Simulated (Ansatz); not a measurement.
# NbAs (P1) in Ansatz: convergence with xc grid

Aim: find how far xc grid must go before the results for NbAs settle, at PBE. This setting moves, with any that are tied to it; all else stays.

Program: Ansatz 0.2.0. These are calculated values, not measurements. Logs are shortened: lines on timing, memory, paths and dates and some standing lists are left out, and cuts for length are marked.

### 1 The cell of the first run

The typed cell holds 4 atoms: a = 6.330 Å, b = 6.330 Å, c = 6.330 Å, α = 148.35°, β = 148.35°, γ = 45.36°.

The cell isn't the ideal one: atoms moved at random, drawn with an rms of 0.05 Å.

### 2 With xc grid 1

Contents of input.yaml:

```yaml
crystal:
  lattice:
    - [-1.72585, 1.72585, 5.84]
    - [1.72585, -1.72585, 5.84]
    - [1.72585, 1.72585, -5.84]
  atoms:
    - { symbol: Nb, position: [0.506457, -0.001157, 0.512873] }
    - { symbol: Nb, position: [0.751105, 0.759663, 0.007021] }
    - { symbol: As, position: [0.893408, 0.421019, 0.496569] }
    - { symbol: As, position: [0.159604, 0.170121, 0.002004] }
hamiltonian:
  xc: pbe
  pseudopotentials: { kind: paw }
kpoints:
  mp_grid: { grid: [6, 6, 8] }
scf:
  occupations: { method: gaussian, width: 0.05 }
output:
  forces: true
  stress: true
  eigenvalues: true
basis:
  xc_grid: 1
```

Potentials or basis: Ansatz PAW.

On the command line:

```
$ ansatz run input.yaml --threads 2 --pin off --max-ram 5632MiB --backend cpu --events-out ev --progress --plain --runs-dir out
```

The program printed:

```text
Warning: RAYON_NUM_THREADS=2 ignored (pool sized by the plan → 2); use --threads N
basis.fft_grid_basis auto: the FFT boxes are laid along the combinations [[1, 0, 1], [0, 1, 1], [0, 0, 1]] of the cell's own vectors, 3.452, 3.452 and 6.330 Å long. The dense box has 24×24×45 points. Along the cell's own vectors, as sized, it would have 45×45×45, 3.52 times as many. basis.fft_grid_basis: typed keeps the cell's own vectors: state it where this run's energies or levels are differenced outside the engine with another run's, or held beside a run that keeps those vectors.
Engine: ansatz 0.2.0, aarch64-unknown-linux-gnu
Pseudopotentials: kind: paw
Pseudopotential: Nb, paw, valence charge 13, recommended cutoff 420 eV (normal), Nb.paw.azcp
Pseudopotential: As, paw, valence charge 15, recommended cutoff 420 eV (normal), As.paw.azcp
Functional definition: PBE
  parameter kappa = 0.804
  parameter beta = 0.06672455060314922
  exchange = pbe_x(kappa = kappa, mu = beta*pi^2/3)
  correlation = pbe_c(beta = beta)
Crystal: 4 atoms, lattice volume = 69.579 Å³
Basis set: ecut = 420 eV, 1371 PW (Γ), FFT grids on a1+a3, a2+a3, a3
Bands: 34, of which v1, the nominal top of the filled ones, is band 28 counted from 1 (27 counted from 0)
Symmetry: 1 space group operations
Space group: P1 (ITA 1), of the structure as read, at distance tolerance 4.1e-5 Å
k-points: 148 of 288 (time reversal used)
Non-local potential: Nb, projectors of the file, l = 0: 3, l = 1: 2, l = 2: 2, l = 3: 1
Non-local potential: As, projectors of the file, l = 0: 2, l = 1: 2, l = 2: 3, l = 3: 1
PAW form: soft (Blöchl's): semilocal exchange-correlation on the pseudo side does not see the compensation charge
PAW one-centre angular grid: Nb, 590 points (default); XC on 64 Gauss nodes
PAW one-centre angular grid: As, 590 points (default); XC on 64 Gauss nodes
Initial density: superposition of atomic densities (neutral atoms: chi_scale 0, normalization atom), corrected by the library's trained network
Initial wavefunctions: pseudopotential atomic-orbital guess
Functional: x = pbe(κ = 0.804, μ = 0.2195149727645171), c = pbe(β = 0.06672455060314922)
SCF iter   1: F=—  HF=-18819.457786 eV  |F-HF|=—  |Δ(HF+E_count)|=         —  Δρ=7.16e-3  dr2=2.57e-2  ethr=1.77e-3  ⟨swp⟩=5.9  Hψ=20448  notcnv=0
preconditioner: auto → Resta (q_TF=auto, 2.631 Å⁻¹)  ε∞=9.2  [insulator: Δε(μ)=0.060 eV  Ē_g=6.950 eV  σ=0.050 eV  W_gap=0.51  n_scr=24 (ndim 8)  ℏωp=19.9 eV  f_vac=0.000  D(μ)=0.27/eV (n_scr^D=0)  ε∞_Penn≈9.2]
SCF iter   2: F=—  HF=-18819.456855 eV  |F-HF|=—  |Δ(HF+E_count)|=   9.31e-4  Δρ=4.10e-3  dr2=7.86e-3  ethr=4.58e-5  ⟨swp⟩=1.0  Hψ=6220  notcnv=0
preconditioner: auto → Kerker (q_TF=auto, 2.631 Å⁻¹)  [metal: Δε(μ)=0.062 eV  Ē_g=6.935 eV  σ=0.050 eV  W_gap=0.49  n_scr=24 (ndim 8)  ℏωp=19.9 eV  f_vac=0.000  D(μ)=0.27/eV (n_scr^D=0)]
SCF iter   3: F=—  HF=-18819.457492 eV  |F-HF|=—  |Δ(HF+E_count)|=   6.37e-4  Δρ=6.18e-4  dr2=2.15e-4  ethr=1.40e-5  ⟨swp⟩=2.5  Hψ=7397  notcnv=0
SCF iter   4: F=—  HF=-18819.457422 eV  |F-HF|=—  |Δ(HF+E_count)|=   7.01e-5  Δρ=2.74e-4  dr2=6.17e-5  ethr=3.84e-7  ⟨swp⟩=2.0  Hψ=8428  notcnv=0
SCF iter   5: F=—  HF=-18819.457413 eV  |F-HF|=—  |Δ(HF+E_count)|=   9.15e-6  Δρ=8.51e-5  dr2=6.79e-6  ethr=1.10e-7  ⟨swp⟩=2.7  Hψ=8482  notcnv=0
SCF iter   6: F=—  HF=-18819.457412 eV  |F-HF|=—  |Δ(HF+E_count)|=   1.10e-6  Δρ=1.85e-5  dr2=3.39e-7  ethr=1.21e-8  ⟨swp⟩=2.0  Hψ=7854  notcnv=0
SCF iter   7: F=-18819.457412 eV  HF=-18819.457412 eV  |F-HF|=7.39e-9  |Δ(HF+E_count)|=   2.12e-8  Δρ=4.17e-6  dr2=1.40e-8  ethr=1.79e-10  ⟨swp⟩=7.9  Hψ=19472  notcnv=0
SCF 1 converged in 7 iterations: F = -18819.457412 eV  dr2 = 1.40e-8
SCF converged after 7 iterations
Free energy (F): -18819.457412 eV
Harris-Foulkes:  -18819.457412 eV  (|F-HF|=7.39e-9)
Internal energy: -18819.457079 eV  (E = F + TS)
E sigma→0 (E₀):  -18819.457245 eV
Entropy (-TS):   -0.000333 eV (-0.083 meV/atom)
Fermi energy:    16.332124 eV
--- Per-component energies (eV) ---
  E_band       = -484.454485
  E_kinetic    = 999.536193
  E_local      = -4345.585310  (includes V_loc(G=0)·N_el)
  E_nonlocal   = -1101.073856
  E_hartree    = 2151.947713
  E_xc         = -512.350904
  E_vxc        = -588.548134  (∫ρ·V_xc dr)
  E_paw        = -9818.531305  (= ΣΔE_a)
  E_vpaw       = 247.321995  (= ΣTr[D̂ρ^β])
  E_aug_tail   = 0.000028  (compensation charges beyond the density's cutoff)
  E_ewald      = -6193.399638
  E_smearing   = -0.000333  (= −TS)
  E_closure    = 0.000000  (closes the sum)
  Σ components = -18819.457412   (vs F -18819.457412, Δ=0.00e0)
--- Forces (eV/Å), atoms counted from 1 ---
  atom   1  Nb     0.29503594    -0.95611103    -0.07486851
  atom   2  Nb     0.01699546    -0.01123592    -1.54228068
  atom   3  As    -0.36332054     0.65968030     1.35587901
  atom   4  As     0.05122926     0.30766178     0.26127933
  max |Σ_I F_I| component: 5.99e-5 eV/Å
--- Stress (GPa, compression-positive) ---
        5.028624      -0.264922       0.207691
       -0.264922       1.623727      -0.556242
        0.207691      -0.556242       5.860975
  P = ⅓ Tr σ = 4.1711 GPa (41.711 kbar)
--- Band table (eV; the first three rows and the last of 148) ---
  k-point 0: bands = ["-38.8141", "-38.7530", "-19.2415", "-19.2162", "-19.2111", "-19.2106", "-19.2020", "-19.1888", "-19.1703", "-19.1639", "-19.1600", "-19.1591", "-15.0401", "-14.9315", "-14.8975", "-14.7732", "-14.7211", "-14.7157", "3.0685", "5.3992", "10.0295", "13.4607", "13.7984", "14.1170", "14.2909", "14.5876", "14.9435", "14.9927", "17.0671", "17.6480", "18.6071", "19.3181", "19.3628", "19.8553"]
  k-point 1: bands = ["-38.8102", "-38.7502", "-19.2414", "-19.2153", "-19.2132", "-19.2098", "-19.2012", "-19.1885", "-19.1696", "-19.1661", "-19.1597", "-19.1573", "-15.0244", "-14.9559", "-14.9262", "-14.7987", "-14.7491", "-14.7106", "3.4384", "5.4784", "10.3133", "12.7466", "13.4942", "13.7200", "13.9198", "14.5334", "15.1330", "15.3895", "16.5861", "17.0405", "18.6211", "18.8285", "19.6704", "19.9435"]
  k-point 2: bands = ["-38.8007", "-38.7433", "-19.2420", "-19.2174", "-19.2133", "-19.2081", "-19.1989", "-19.1888", "-19.1701", "-19.1674", "-19.1600", "-19.1528", "-15.0390", "-15.0029", "-14.9446", "-14.8557", "-14.7989", "-14.7178", "4.3320", "5.5919", "11.0651", "11.5035", "12.2941", "13.1444", "13.2369", "14.3679", "15.5159", "15.7962", "16.4855", "17.2205", "17.9409", "19.1467", "19.8286", "20.2800"]
  k-point 147: bands = ["-38.8106", "-38.7566", "-19.2422", "-19.2167", "-19.2110", "-19.2105", "-19.2041", "-19.1856", "-19.1707", "-19.1639", "-19.1596", "-19.1590", "-14.9401", "-14.9085", "-14.9061", "-14.8534", "-14.7627", "-14.7127", "3.9090", "4.1281", "12.1906", "12.4101", "13.4200", "13.5988", "13.7664", "13.8056", "15.7979", "15.8543", "17.3111", "17.4026", "18.1191", "18.2269", "19.3274", "19.5442"]
```

Wall time 15 s (2 threads of Arm Neoverse V1, shared host); peak memory 0.56 GiB.

What came out:

| Quantity | Value |
| --- | --- |
| Free energy | -18819.4574 eV |
| Pressure | 4.2 GPa |
| Largest force | 1.551 eV/Å |
| Band gap on the k mesh | none (metal or under the smearing width) |

### 3 With xc grid 2

Edit input.yaml of step 2 so:

```diff
@@ -22,2 +22,2 @@
 basis:
-  xc_grid: 1
+  xc_grid: 2
```

Potentials or basis: Ansatz PAW.

On the command line:

```
$ ansatz run input.yaml --threads 2 --pin off --max-ram 5632MiB --backend cpu --events-out ev --progress --plain --runs-dir out
```

Run time: 15 s. Hardware: 2 threads of Arm Neoverse V1, shared host; peak memory 0.56 GiB.

Results:

```yaml
Free_energy: -18819.4574 eV
Pressure: 4.2 GPa
Largest_force: 1.551 eV/Å
Band_gap_on_the_k_mesh: none (metal or under the smearing width)
```

### 4 With xc grid 3

Edit input.yaml of step 3 so:

```diff
@@ -22,2 +22,2 @@
 basis:
-  xc_grid: 2
+  xc_grid: 3
```

On the command line:

```
$ ansatz run input.yaml --threads 2 --pin off --max-ram 5632MiB --backend cpu --events-out ev --progress --plain --runs-dir out
```

Run time: 15 s. Hardware: 2 threads of Arm Neoverse V1, shared host; peak memory 0.58 GiB.

Results (log left out):

```yaml
Free_energy: -18819.4574 eV
Pressure: 4.2 GPa
Largest_force: 1.551 eV/Å
Band_gap_on_the_k_mesh: none (metal or under the smearing width)
```

### 5 With xc grid 4

Edit input.yaml of step 4 so:

```diff
@@ -22,2 +22,2 @@
 basis:
-  xc_grid: 3
+  xc_grid: 4
```

On the command line:

```
$ ansatz run input.yaml --threads 2 --pin off --max-ram 5632MiB --backend cpu --events-out ev --progress --plain --runs-dir out
```

Wall time 16 s (2 threads of Arm Neoverse V1, shared host); peak memory 0.6 GiB.

It converged, with:

```yaml
Free_energy: -18819.4574 eV
Pressure: 4.2 GPa
Largest_force: 1.551 eV/Å
Band_gap_on_the_k_mesh: none (metal or under the smearing width)
```

### 6 With xc grid 5

Edit input.yaml of step 5 so:

```diff
@@ -22,2 +22,2 @@
 basis:
-  xc_grid: 4
+  xc_grid: 5
```

Potentials or basis: Ansatz PAW.

On the command line:

```
$ ansatz run input.yaml --threads 2 --pin off --max-ram 5632MiB --backend cpu --events-out ev --progress --plain --runs-dir out
```

Wall time 16 s (2 threads of Arm Neoverse V1, shared host); peak memory 0.65 GiB.

Results (log left out):

| Property | Result |
| --- | --- |
| Free energy | -18819.4574 eV |
| Pressure | 4.2 GPa |
| Largest force | 1.551 eV/Å |
| Band gap on the k mesh | none (metal or under the smearing width) |

### 7 The series at a glance

```tsv
xc grid	energy less the tightest run, at zero smearing (meV/atom)	SCF cycles	CPU time (s)	peak memory (GiB)
1	0.00	7	31	0.56
2	0.00	7	31	0.56
3	0.00	7	31	0.58
4	0.00	7	31	0.6
5	0.00	7	32	0.65
```

Against the tightest run, the energy stays within 1 meV/atom from 1 on. The tightest run that finished is the yardstick and may itself not be fully converged.
